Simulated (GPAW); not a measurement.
# BAs (honeycomb monolayer): G0W0 with GPAW, start to end, part 2 of 2

How does a plane-wave GW calculation on BAs (honeycomb monolayer) run from the first input to the gap?

GPAW 26.7.0; PBE and many-body steps on it, plane waves. Known limits of the many-body steps: short of the basis limit; no spin-orbit coupling.

So far. Step 3 (Bands along the symmetry lines): The gap is 0.758 eV, as in the run before at this level. Step 4 (Empty states on the mesh, 12×12×1 mesh, 267 bands): On this mesh the gap is 0.758 eV.

### 5. Screening and self-energy, 12×12×1 mesh, 119 bands, screening to 60 eV

G0W0 replaces the xc potential by the self-energy, built once from these orbitals. Only a window of levels is corrected, while the sums run over the empty bands that the input names.

This step: G0W0 on PBE, plane waves, PAW.

Input file run.py:

```python
import json
import numpy as np
from gpaw.mpi import world
from gpaw.response.g0w0 import G0W0

gw = G0W0('full.gpw',
    filename='gw',
    kpts=[0, 9],
    bands=(2, 6),
    ecut=60,
    nbands=119,
    truncation='2D',
    integrate_gamma='sphere',
    q0_correction=True,
    frequencies={'type': 'nonlinear', 'domega0': 0.15, 'omega2': 15.0},
    eta=0.1,
    nblocksmax=True)
gw.calculate()
res = {mode: {k: v for k, v in r.items() if k != 'sigma_eskwn'}
       for mode, r in gw.all_results.items()}

if world.rank == 0:
    with open('result.json', 'w') as f:
        json.dump(res, f, default=lambda x: x.tolist())
```

Run with:

```bash
$ mpirun -n 8 gpaw python run.py
```

Standard output:

```text
Using integrator: PointIntegrator
NonLinearFrequencyDescriptor(from 0.000 to 73.866 eV, 163 points)
Nonperiodic BCs:  [False False  True]
Using integrator: PointIntegrator
NonLinearFrequencyDescriptor(from 0.000 to 73.866 eV, 163 points)
Nonperiodic BCs:  [False False  True]
Applying analytical 2D correction to W:
    Evaluating Gamma point contribution to W on a 11x11x1 grid
  ___  _ _ _
 |   || | | |
 | | || | | |
 |__ ||_____|
 |___|

BZ k-points: Symmetries present (total): 12

  [... matrices ...]
144 k-points: 12 x 12 x 1 Monkhorst-Pack grid + [1/24,1/24,0.000000]
19 k-points in the irreducible part of the Brillouin zone
       k-points in crystal coordinates                weights
   0:    -0.00000000   -0.00000000    0.00000000          1/144
   1:     0.08333333   -0.00000000    0.00000000          6/144
   2:     0.16666667   -0.08333333    0.00000000          6/144
   3:     0.16666667   -0.00000000    0.00000000          6/144
   4:     0.25000000   -0.08333333    0.00000000         12/144
   5:     0.25000000   -0.00000000    0.00000000          6/144
   6:     0.33333333   -0.16666667    0.00000000          6/144
   7:     0.33333333   -0.08333333    0.00000000         12/144
   8:     0.33333333   -0.00000000    0.00000000          6/144
   9:     0.33333333    0.33333333    0.00000000          2/144
          ...
  18:     0.50000000    0.50000000    0.00000000          3/144

Distributing spins, k-points and bands (1 x 2 x 4) over 1 process
Number of blocks: 8

Quasi particle states:
k-points (IBZ indices): [0, 9]
Band range: (2, 6)
  [... matrices ...]
Computational parameters:
Plane wave cut-off: 60 eV
Number of bands: 119
Coulomb cutoff: 2D
Broadening: 0.1 eV

fxc modes: GW
Kernel: RPA
Using full-frequency real axis integration
Summing all q:

Calculating screened Coulomb potential
2D Coulomb truncation
NonLinearFrequencyDescriptor(from 0.000 to 73.866 eV, 163 points)
Removing empty qpoint cache files...

Calculating chi0 body with:
    Ground state adapter containing:
    Number of spins: 1
    Number of kpoints: 144
    Number of irreducible kpoints: 19
    Number of completely occupied states: 4
    Number of partially occupied states: 4
    Occupied states memory: 1.708984375 M / cpu

    Linear response parametrization:
    q_c: [-2.081668e-17, -2.081668e-17, 0.0]
    Number of frequency points: 163
    Planewave cutoff: 60.0
    Number of bands: 119
    Number of planewaves: 123
    Broadening (eta): 0.1
    comm.size: 8
    kncomm.size: 1
    blockcomm.size: 8

    Memory estimate of potentially large arrays:
        chi0_wGG: 4.703573 M / cpu
Integrating chi0 body.

Symmetries of q_c:
    Direct symmetries (Uq -> q): 12
    Indirect symmetries (TUq -> q): 12
In total 24 allowed symmetries.

  [... matrices ...]
19 groups of equivalent kpoints. 86.805556% reduction.

Integral kind: spectral function
Integrating chi0 head and wings.

Symmetries of q_c:
    Direct symmetries (Uq -> q): 12
    Indirect symmetries (TUq -> q): 12
In total 24 allowed symmetries.

  [... matrices ...]
19 groups of equivalent kpoints. 86.805556% reduction.

Integral kind: spectral function wings

Calculating chi0 body with:
    Ground state adapter containing:
    Number of spins: 1
    Number of kpoints: 144
    Number of irreducible kpoints: 19
    Number of completely occupied states: 4
    Number of partially occupied states: 4
[... the further q-points ...]

Results:
f:      Occupation numbers
eps:     KS-eigenvalues [eV]
vxc:     KS vxc [eV]
exx:     Exact exchange [eV]
sigma:   Self-energies [eV]
dsigma:  Self-energy derivatives
Z:       Renormalization factors
qp:      QP-energies [eV]

k-point 0 (0): (-0.000, -0.000, 0.000)                GW
band       f     eps     vxc     exx   sigma  dsigma       Z      qp
                                                                   GW
   2   1.000  -3.450 -15.185 -17.390   1.694  -0.449   0.690  -3.803
   3   1.000  -3.450 -15.185 -17.390   1.694  -0.449   0.690  -3.803
   4   0.000   1.654  -6.318  -3.402  -2.544  -0.392   0.718   1.921
   5   0.000   1.841 -13.178  -8.448  -3.483  -0.481   0.675   2.682

k-point 1 (9): (0.333, 0.333, 0.000)                GW
band       f     eps     vxc     exx   sigma  dsigma       Z      qp
                                                                   GW
   2   1.000  -7.860 -13.043 -17.015   3.302  -0.679   0.596  -8.259
   3   1.000  -1.898 -12.702 -13.321   0.223  -0.447   0.691  -2.172
   4   0.000  -1.140 -11.001  -7.946  -2.417  -0.500   0.667  -0.715
   5   0.000   4.521  -7.178  -3.300  -3.507  -0.407   0.711   4.784
```

Elapsed: 3.6 min, on 8 MPI ranks of Intel Xeon 6975P-C (Granite Rapids), shared host; peak memory 3.3 GiB.

This step gave:

```yaml
g0w0_gap_on_the_mesh: 1.457 eV
least_direct_g0w0_gap_on_the_computed_points: 1.457 eV
z_at_the_valence_top: 0.6911
z_at_the_conduction_bottom: 0.6667
starting_gap_on_the_mesh: 0.7580 eV
k_of_the_valence_top: 0.3333, 0.3333, 0
k_of_the_conduction_bottom: 0.3333, 0.3333, 0
```

The gap on the mesh goes from 0.76 eV to 1.46 eV, a correction of +0.70 eV.

Limits: finite bands, cutoff and mesh; no spin-orbit coupling. v1 is the top filled band, c1 the lowest empty one. The levels before and after the correction (eV, zero at the valence-band top of each column):

```csv
,conduction bottom,valence top
Kohn-Sham,0.76,0.00
G0W0,1.46,0.00
```

```csv
,level,energy (eV)
Kohn-Sham,(0.333 0.333 0) v2,-5.962
Kohn-Sham,(0.333 0.333 0) v1,0.000
Kohn-Sham,(0.333 0.333 0) c1,0.758
Kohn-Sham,(0.333 0.333 0) c2,6.419
G0W0,(0.333 0.333 0) v2,-6.087
G0W0,(0.333 0.333 0) v1,0.000
G0W0,(0.333 0.333 0) c1,1.457
G0W0,(0.333 0.333 0) c2,6.955
```

### 6. Where the time went

Times are wall times on 8 MPI ranks of Intel Xeon 6975P-C (Granite Rapids), shared host, good to a factor of about two.

```csv
step,time,share,memory (GiB)
ground state,5.6 s,2 %,1.3
bands along the symmetry lines,4.8 s,2 %,1.4
empty states on the mesh,71 s,24 %,2.0
screening and self-energy,3.6 min,73 %,3.3
```

### 7. Summary of results

| Property | Result |
| --- | --- |
| PBE gap | 0.76 eV, direct |
| G0W0 gap on the mesh | 1.46 eV |
| GW settings | 12×12×1 mesh, 119 bands, screening to 60 eV, full frequency, Hilbert transform |
| known limits | short of the basis limit; no spin-orbit coupling |

In words: G0W0 moves the gap on the mesh from 0.76 eV to 1.46 eV (+0.70 eV), with Z of 0.69 and 0.67 at the edges. The dearest step here is «screening and self-energy». Bands and cutoff are finite, so the gap stands short of the basis limit, usually by up to a few tenths of an eV; the mesh is an error of its own. In this program the long-wavelength screening can come out low in d oxides and layered crystals. The many-body steps are scalar-relativistic: spin-orbit coupling is not in them.

[Long decimals in the printed logs are rounded to 6 places.]

[Logs are printed without paths, hosts, clocks, repeated set-up lines and the standing remarks that a program may print on its own settings, such as how far it seeks lower states.]

[Paths, hosts, dates, memory and timing lines, banners, echoed tables and standing remarks are left out of the program output; an Ansatz launch command may be rebuilt from the run's recorded settings. Measured values are a selection of at most five: reports struck by readers or far from the other reports are left out. None is set beside runs whose start may be inverted or whose files or cutoffs have a known fault.]

[Runs of the session that timed out or met a known fault of the program may be left out.]

[Hosts, paths, dates, database ids (printed as entryN), source tags and the programs' standing remarks are cut or masked in the printed files.]

[Where the starting crystal was built by hand or by swapping elements, it need not be the compound's stable phase.]
